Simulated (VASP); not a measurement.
# Ir (Fm-3m) in VASP: settings compared

The runs below take Ir through equation of state, with PBE, PBEsol.

Program: VASP 6.6.1. These are calculated values, not measurements. Logs are shortened: lines on timing, memory, paths and dates and some standing lists are left out, and cuts for length are marked.

## (1) Starting point

It takes space group Fm-3m (No. 225, cubic). Conventional cell: a = 3.831 Å, b = 3.831 Å, c = 3.831 Å, α = 90.00°, β = 90.00°, γ = 90.00°. Around Ir (site symmetry m-3m) lie 12 Ir at 2.71 Å.

## (2) Equation of state, PBE, 13.22 Å³/atom (volume scaled by 0.94)

INCAR reads:

```
PREC     = Accurate       # precision mode
ENCUT    = 520            # plane-wave cutoff, eV
EDIFF    = 1E-7           # SCF threshold, eV
ISMEAR   = -1             # smearing method
SIGMA    = 0.05           # smearing width, eV
LREAL    = F              # projectors in reciprocal space
LASPH    = T              # aspherical terms in the spheres
NELM     = 60             # most SCF steps
ALGO     = Normal         # electronic algorithm
ISIF     = 2              # what is computed and relaxed
LWAVE    = F              # write WAVECAR
LCHARG   = F              # write CHGCAR
GGA      = PE             # functional
NBANDS   = 10             # bands
```

KPOINTS reads:

```
regular mesh
0
Gamma
  12 12 12
```

POSCAR reads:

```
Ir
1.0
    0.0000000000      1.8764951499      1.8764951499
    1.8764951499      0.0000000000      1.8764951499
    1.8764951499      1.8764951499      0.0000000000
Ir
1
Direct
    0.0000000000      0.0000000000      0.0000000000
```

Potentials or basis: VASP PAW PBE potentials, release 64 (Ir).

Command:

```console
cat potpaw_PBE.64/Ir/POTCAR > POTCAR
mpirun -np 1 vasp_std > vasp.out
```

OUTCAR:

```text
PREC = Accurate
   ENCUT = 520
   EDIFF = 1E-7
   ISMEAR = -1
   LREAL = F
   LASPH = T
   NELM = 60
   ISIF = 2
   GGA = PE

 ion  position               nearest neighbor table
   1  0.000  0.000  0.000-

  LATTYP: Found a face centered cubic cell.
 ALAT       =     3.7529902998

  Lattice vectors:

 A1 = (   0.0000000000,   1.8764951499,   1.8764951499)
 A2 = (   1.8764951499,   0.0000000000,   1.8764951499)
 A3 = (   1.8764951499,   1.8764951499,   0.0000000000)

Analysis of symmetry for initial positions (statically):
=====================================================================
 Subroutine PRICEL returns:
 Original cell was already a primitive cell.

 Routine SETGRP: Setting up the symmetry group for a
 face centered cubic supercell.

 Subroutine GETGRP returns: Found 48 space group operations
 (whereof 48 operations were pure point group operations)
 out of a pool of 48 trial point group operations.

The static configuration has the point symmetry O_h .

Analysis of symmetry for dynamics (positions and initial velocities):
=====================================================================
 Subroutine PRICEL returns:
 Original cell was already a primitive cell.

 Routine SETGRP: Setting up the symmetry group for a
 face centered cubic supercell.

 Subroutine GETGRP returns: Found 48 space group operations
 (whereof 48 operations were pure point group operations)
 out of a pool of 48 trial point group operations.

The dynamic configuration has the point symmetry O_h .

 Subroutine INISYM returns: Found 48 space group operations
 (whereof 48 operations are pure point group operations),
 and found     1 'primitive' translations

----------------------------------------------------------------------------------------

                                     Primitive cell

  volume of cell :      13.2152

  direct lattice vectors                    reciprocal lattice vectors
     0.000000000  1.876495150  1.876495150    -0.266454193  0.266454193  0.266454193
     1.876495150  0.000000000  1.876495150     0.266454193 -0.266454193  0.266454193
     1.876495150  1.876495150  0.000000000     0.266454193  0.266454193 -0.266454193

  length of vectors
     2.653764891  2.653764891  2.653764891     0.461512199  0.461512199  0.461512199

  position of ions in fractional coordinates (direct lattice)
     0.000000000  0.000000000  0.000000000

  ion indices of the primitive-cell ions
   primitive index   ion index
                 1           1

----------------------------------------------------------------------------------------

 KPOINTS: regular mesh

Automatic generation of k-mesh.
 Grid dimensions read from file:
 generate k-points for:   12   12   12

 Generating k-lattice:

  Cartesian coordinates                     Fractional coordinates (reciprocal lattice)
    -0.022204516  0.022204516  0.022204516     0.083333333  0.000000000  0.000000000
     0.022204516 -0.022204516  0.022204516     0.000000000  0.083333333  0.000000000
     0.022204516  0.022204516 -0.022204516     0.000000000  0.000000000  0.083333333

  Length of vectors
     0.038459350  0.038459350  0.038459350

  Shift w.r.t. Gamma in fractional coordinates (k-lattice)
     0.000000000  0.000000000  0.000000000

 Subroutine IBZKPT returns following result:
 ===========================================

 Found     72 irreducible k-points:

 Following reciprocal coordinates:
            Coordinates               Weight
  0.000000  0.000000  0.000000      1.000000
  0.083333  0.000000  0.000000      8.000000
  0.166667  0.000000  0.000000      8.000000
  0.250000  0.000000  0.000000      8.000000
  0.333333  0.000000  0.000000      8.000000
  0.416667  0.000000  0.000000      8.000000
[... 42 lines left out ...]
  0.333333  0.250000  0.083333     24.000000
  0.416667  0.250000  0.083333     48.000000
 [... further k-points ...]
   k-points           NKPTS =     72   k-points in BZ     NKDIM =     72   number of bands    NBANDS=     10
   number of dos      NEDOS =    301   number of ions     NIONS =      1
   total plane-waves  NPLWV =   8000
   dimension x,y,z NGX =    20 NGY =   20 NGZ =   20
   dimension x,y,z NGXF=    40 NGYF=   40 NGZF=   40
   ions per type =               1
   NGX,Y,Z   is equivalent  to a cutoff of  12.53, 12.53, 12.53 a.u.
   NGXF,Y,Z  is equivalent  to a cutoff of  25.06, 25.06, 25.06 a.u.
 SYSTEM =  unknown system
   PREC   = accura    normal or accurate (medium, high low for compatibility)
   ISTART =      0    job   : 0-new  1-cont  2-samecut
   ICHARG =      2    charge: 1-file 2-atom 10-const
   ISPIN  =      1    spin polarized calculation?
   LNONCOLLINEAR =      F non collinear calculations
   LSORBIT =      F    spin-orbit coupling
   LASPH  =      T    aspherical Exc in radial PAW
   ENCUT  =  520.0 eV  38.22 Ry    6.18 a.u.   4.93  4.93  4.93*2*pi/ulx,y,z
   NELM   =     60;   NELMIN=  2; NELMDL= -5     # of ELM steps
   EDIFF  = 0.1E-06   stopping-criterion for ELM
   LREAL  =      F    real-space projection
[... 7 lines left out ...]
   TEBEG  =    0.0;   TEEND  =   0.0 temperature during run
   PSTRESS=    0.0 pullay stress
   NELECT =       9.0000    total number of electrons
   NUPDOWN=      -1.0000    fix difference up-down
   EMIN   =  10.00;   EMAX   =-10.00  energy-range for DOS
   EFERMI =   0.00;   METHOD = LEGACY
   ISMEAR =    -1;   SIGMA  =   0.05  broadening in eV -4-tet -1-fermi 0-gaus
   EFERMI_NEDOS =   21; number of points for ismear=-14 and -15
   IALGO  =     38    algorithm
   IMIX   =      4    mixing-type and parameters
     AMIX     =   0.40;   BMIX     =  1.00
     AMIX_MAG =   1.60;   BMIX_MAG =  1.00
  volume/ion in A,a.u.               =      13.22        89.18
  Fermi-wavevector in a.u.,A,eV,Ry     =   1.440340  2.721847 28.226348  2.074578
  Thomas-Fermi vector in A             =   2.559095
   LORBIT       =      0    0 simple, 1 ext, 2 COOP (PROOUT), +10 PAW based schemes
   GGA     = PE    functional components
   LHFCALC =     F    Hartree Fock is set to
   AEXX    =    0.0000 exact exchange contribution
   IVDW    =     0    specifies the selected vdW correction
   LEPSILON=     F    determine dielectric tensor
   LRPA    =     F    only Hartree local field effects (RPA)
 non-spin polarized calculation
  energy-cutoff  :      520.00
  volume of cell :       13.22
 maximum number of plane-waves:       366
   NGX =  9   NGY =  9   NGZ =  9

 number of electron       9.0000000 magnetization

 Free energy of the ion-electron system (eV)
  ---------------------------------------------------
  ext. energy  EPLUGINS =         0.00000000
  ---------------------------------------------------
  free energy    TOTEN  =        -8.71800837 eV

  energy without entropy =       -8.71379327  energy(sigma->0) =       -8.71590082

 E-fermi :  11.6822     XC(G=0): -14.3979

 val. band max:       11.6800277263   @ k =  -0.2500   0.0833   0.0000
 cond. band min:      11.7778215047   @ k =   0.4167   0.4167   0.0000
 fundamental gap:      0.0977937784
 Fermi energy:        11.6821746821

 k-point     1 :       0.0000    0.0000    0.0000
  band No.  band energies     occupation
      1      -0.2386      2.00000
      2       7.3202      2.00000
      3       7.3202      2.00000
      4       7.3202      2.00000
      5      10.3142      2.00000
      6      10.3142      2.00000
      7      25.8002      0.00000
      8      31.7977      0.00000
      9      31.7977      0.00000
     10      31.7977      0.00000

 k-point     2 :       0.0833    0.0000    0.0000
  band No.  band energies     occupation
      1       0.0911      2.00000
      2       7.1416      2.00000
      3       7.4633      2.00000
      4       7.4633      2.00000
      5      10.2203      2.00000
      6      10.2203      2.00000
      7      26.3821      0.00000
      8      30.3128      0.00000
      9      32.3574      0.00000
     10      32.3574      0.00000

 k-point     3 :       0.1667    0.0000    0.0000
  band No.  band energies     occupation
      1       0.9876      2.00000
      2       6.7885      2.00000
      3       7.7534      2.00000
      4       7.7534      2.00000
      5      10.1269      2.00000
      6      10.1269      2.00000
      7      27.5273      0.00000
      8      28.2672      0.00000
      9      33.9259      0.00000
     10      33.9259      0.00000

 k-point     4 :       0.2500    0.0000    0.0000
  band No.  band energies     occupation
      1       2.0828      2.00000
      2       6.7803      2.00000
      3       7.8033      2.00000
      4       7.8033      2.00000
      5      10.5002      2.00000
      6      10.5002      2.00000
      7      25.6457      0.00000
      8      28.8255      0.00000
      9      36.1297      0.00000
     10      36.1337      0.00000
[... 430 lines left out ...]
 k-point    38 :      -0.4167    0.3333    0.0000
  band No.  band energies     occupation
      1       3.9671      2.00000
      2       5.0687      2.00000
      3       8.3212      2.00000
      4      10.4215      2.00000
      5      12.4662      0.00000
      6      18.5808      0.00000
      7      19.0866      0.00000
      8      24.7323      0.00000
      9      27.9611      0.00000
     10      33.1961      0.00000

 k-point    39 :      -0.3333    0.3333    0.0000
  band No.  band energies     occupation
      1       4.4917      2.00000
      2       5.7783      2.00000
      3       7.3709      2.00000
      4       9.8280      2.00000
      5      11.6532      1.28153
      6      17.0071      0.00000
      7      22.2669      0.00000
      8      23.3315      0.00000
      9      30.3267      0.00000
     10      31.8606      0.00000

 k-point    40 :       0.4167    0.4167    0.0000
  band No.  band energies     occupation
      1       3.0897      2.00000
      2       3.7044      2.00000
      3      11.7778      0.25730
      4      12.4444      0.00000
      5      12.5870      0.00000
      6      12.5870      0.00000
      7      24.8269      0.00000
      8      24.8269      0.00000
      9      25.2315      0.00000
     10      33.2295      0.00000

 [... further k-points ...]
[... 5 lines left out ...]
  --------------------------------------------------------------------------------------
  -------------------------------------------------------------------------------------
  Total        3.4101778      3.4101778      3.4101778     -0.0000000      0.0000000     -0.0000000
  in kB      413.4426424    413.4426424    413.4426424     -0.0000000      0.0000000     -0.0000000
  external PRESSURE =     413.4426424 kB  Pullay stress =       0.0000000 kB

 VOLUME and BASIS-vectors are now :
 -----------------------------------------------------------------------------
  energy-cutoff  :      520.00
  volume of cell :       13.22
      direct lattice vectors                 reciprocal lattice vectors
     0.000000000  1.876495150  1.876495150    -0.266454193  0.266454193  0.266454193
     1.876495150  0.000000000  1.876495150     0.266454193 -0.266454193  0.266454193
     1.876495150  1.876495150  0.000000000     0.266454193  0.266454193 -0.266454193

 POSITION                                       TOTAL-FORCE (eV/Angst)
 -----------------------------------------------------------------------------------
      0.00000      0.00000      0.00000         0.000000     -0.000000      0.000000
 -----------------------------------------------------------------------------------
    total drift:                               -0.000000     -0.000000     -0.000000

  FREE ENERGIE OF THE ION-ELECTRON SYSTEM (eV)
  ---------------------------------------------------
  free  energy   TOTEN  =        -8.7180083743 eV

  energy  without entropy=       -8.7137932685  energy(sigma->0) =       -8.71590082
```

Wall time 11 s (1 thread of AMD EPYC 7R13 (Zen 3), shared host); peak memory 0.1 GiB.

Results:

```yaml
Free_energy: -8.7180 eV
Pressure: 41.3 GPa
Band_gap_on_the_k_mesh: none (metal or under the smearing width)
```

[end of part 1 of 2]
